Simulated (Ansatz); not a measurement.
The system is HgSe.

```xyz
2
Lattice="0.0000 3.0390 3.0390 3.0390 0.0000 3.0390 3.0390 3.0390 0.0000" Properties=species:S:1:pos:R:3 pbc="T T T"
Hg    0.0000    0.0000    0.0000
Se    4.5585    4.5585    4.5585
```

Base run:

| Item | Value |
| --- | --- |
| Program | Ansatz 0.2.0 |
| Functional | HSE06 |
| Potentials or basis | all-electron PAW datasets made for the crystal |
| Cutoff | 380 eV (chosen from the basis error) |
| k mesh | 6 × 6 × 6 |
| Occupations | fermi-dirac, width 0.05 eV |
| Spin | no spin polarisation |

Its results: band gap on the k mesh none (metal or under the smearing width); pressure 2.9 GPa.

Problem. The run is repeated on the same cell with these changes: functional from HSE06 to PBEsol; cutoff from 380 eV (chosen from the basis error) to 240 eV (chosen from the basis error). What comes out?

Solution. Band gap on the k mesh none (metal or under the smearing width); pressure 1.6 GPa.

Caveats: the k mesh is thin for a metal, which can move the energy by tens of meV per atom.

The runs don't all hold the same shells in valence.
